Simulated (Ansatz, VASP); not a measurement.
# Hf3B: VASP beside Ansatz

```
CELL_PARAMETERS angstrom
5.23379 0.00000 0.00000
0.00000 5.23379 0.00000
0.00000 0.00000 5.23379
ATOMIC_POSITIONS crystal
Hf 0.25000 0.00000 0.50000
Hf 0.75000 0.00000 0.50000
Hf 0.00000 0.50000 0.25000
Hf 0.00000 0.50000 0.75000
Hf 0.50000 0.75000 0.00000
Hf 0.50000 0.25000 0.00000
B 0.00000 0.00000 0.00000
B 0.50000 0.50000 0.50000
```

Change from the starting cell: species swapped into the Mo3Os type (Pm-3n, No. 223).

Alike in both runs: functional PBE; k mesh 4 × 4 × 4; occupations gaussian, width 0.1 eV; no spin polarisation.

Ansatz relaxed the structure, and its values are those at the end. VASP's run is a single point on that final structure, the one shown.

|  | VASP | Ansatz |
| --- | --- | --- |
| version | VASP 6.6.1 | Ansatz 0.2.0 |
| potentials or method | VASP PAW PBE potentials, release 64 (Hf_pv, B) | scalar-relativistic, plane waves, PAW |
| plane-wave cutoff (eV) | 520 | 420 |
| valence electrons in the cell | 66 | 162 |

Ansatz gave:

```
gap on the k mesh at the Fermi level (eV) : none
pressure (GPa)                            : 0.0
```

Question: Which values does VASP return?

Answer: gap on the k mesh at the Fermi level (eV): none; pressure (GPa): -0.4.

A gap of «none» marks a metal or a gap that the smearing closes. The two sets of potentials don't hold the same shells in valence.

Spin-orbit coupling is left out, which matters for the levels of Hf.
